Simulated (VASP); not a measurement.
A run of VASP 6.6.1:

INCAR

```
ALGO = Fast
EDIFF = 1E-6
ENCUT = 520
GGA = PE
ISIF = 2
ISMEAR = 0
LASPH = True
LCHARG = False
LREAL = Auto
LWAVE = False
NBANDS = 104
NELM = 100
PREC = Accurate
SIGMA = 0.1
```

Contents of KPOINTS:

```
Automatic mesh
0
Gamma
  4 4 4
  0.5 0.5 0.5
```

The input POSCAR:

```
Ta16N
1.0
    6.6381247865      0.0000000000      0.0000000000
    0.0000000000      6.6381247865      0.0000000000
    0.0000000000      0.0000000000      6.6381247865
Ta N
16 1
Direct
   -0.0001785143     -0.0000009039     -0.0004139723
    0.5001787563     -0.0000009039     -0.0004139723
   -0.0068124661      0.4999991875      0.0061829208
    0.0025070333     -0.0000007532      0.5036023135
    0.2500002717      0.2525811210      0.2542118526
    0.5068128588      0.4999993382      0.0061827702
    0.4974932087     -0.0000007532      0.5036024642
    0.7500000618      0.2461601812      0.2525315588
   -0.0096308825      0.4999988862      0.4891156922
    0.2500002717      0.7474172541      0.2542120033
    0.2500001210      0.2907162884      0.7454680590
    0.5096311246      0.4999991875      0.4891156922
    0.7500000618      0.7538384952      0.2525314082
    0.7500002124      0.2498836725      0.7490705824
    0.2500001210      0.7092819360      0.7454679084
    0.7500002124      0.7501147026      0.7490707331
    0.2500002717     -0.0000006026     -0.2078800933
```

Potentials or basis: VASP PAW PBE potentials, release 64 (Ta_pv, N).

Launch:

```console
$ cat potpaw_PBE.64/Ta_pv/POTCAR potpaw_PBE.64/N/POTCAR > POTCAR
$ mpirun -np 1 vasp_std > vasp.out
```

Hardware: 1 thread of Intel(R) Xeon(R) Platinum 8488C (Sapphire Rapids) (shared host).

How long does it take, and how much memory?

Run time: 7.8 min on 1 thread of Intel(R) Xeon(R) Platinum 8488C (Sapphire Rapids) (shared host), peak memory 0.45 GiB. Counts: scf iterations 18, k points 8.
